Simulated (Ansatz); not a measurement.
Relaxed structure of HCl on the (100) surface of Ag, one molecule per 34.4 Å² (the molecule's atoms stand last):

```xyz
18
Lattice="5.8650 0.0000 0.0000 0.0000 5.8650 0.0000 0.0000 0.0000 25.5036" Properties=species:S:1:pos:R:3 pbc="T T T"
Ag    1.4663    1.4663    8.0000
Ag    1.4663    4.3988    8.0000
Ag    4.3988    1.4663    8.0000
Ag    4.3988    4.3988    8.0000
Ag    2.9325    2.9325   10.0736
Ag    2.9325    0.0000   10.0736
Ag    0.0000    2.9325   10.0736
Ag    0.0000    0.0000   10.0736
Ag    4.3988    4.3988   12.1434
Ag    4.3988    1.4663   12.1336
Ag    1.4663    4.3988   12.1336
Ag    1.4663    1.4663   12.1534
Ag   -0.0030   -0.0030   14.1624
Ag   -0.0030    2.9355   14.1624
Ag    2.9355   -0.0030   14.1624
Ag    2.9355    2.9355   14.1624
Cl    4.3988    4.3988   17.5571
H     4.3988    4.3988   16.2492
```

These are results of Ansatz, DFT PBE, scalar-relativistic, plane waves, PAW, not measurements. Settings: cutoff 420 eV, Γ-centred mesh 3×3×1 on the computed 18-atom cell, Gaussian smearing of 0.10 eV; no spin polarisation. A dipole correction removes the field between periodic images along c.

The slab and the molecular layer are also computed alone at these places.

(1) How does the adsorption energy per molecule split into interaction and deformation?

(2) How much charge moves across the plane at z = 15.21 Å, midway between slab and molecule?

(3) How does the density difference (whole less rigid parts, positive where electrons gather), summed over the plane, run along c?

Answers

(1) E_ads = -0.074 eV: interaction of the rigid parts -0.098 eV, deformation of the slab +0.001 eV, deformation of the molecule with its lateral interactions +0.023 eV.

(2) About 0.01 electrons a cell move down to the slab; half the integral of |Δρ| is 0.12 e.

(3)
```csv
z (Å),Δρ (e/Å)
6.09,0.001
6.23,0.001
6.52,0.001
6.66,0.001
6.94,0.001
7.08,0.000
7.37,-0.001
7.51,-0.002
7.65,-0.002
7.93,-0.002
8.08,-0.002
8.36,-0.001
8.50,0.000
8.64,0.000
8.93,0.000
9.07,0.000
9.35,0.001
9.49,0.001
9.78,-0.001
9.92,-0.002
10.06,-0.003
10.34,-0.001
10.48,0.000
10.77,0.002
10.91,0.002
11.19,0.001
11.33,0.000
11.48,-0.001
11.76,-0.002
11.90,-0.002
12.19,-0.003
12.33,-0.003
12.47,-0.003
12.75,-0.001
12.89,0.001
13.18,0.007
13.32,0.009
13.60,0.005
13.74,0.002
13.89,0.002
14.17,0.006
14.31,0.009
14.59,0.018
14.74,0.016
14.88,0.011
15.16,0.004
15.30,0.004
15.59,0.002
15.73,0.000
16.01,-0.015
16.15,-0.025
16.29,-0.033
16.58,-0.026
16.72,-0.014
17.00,0.015
17.14,0.018
17.43,-0.011
17.57,-0.024
17.71,-0.025
17.99,-0.004
18.14,0.005
18.42,0.012
18.56,0.011
18.70,0.009
18.99,0.005
19.13,0.004
19.41,0.002
19.55,0.002
19.84,0.001
19.98,0.001
```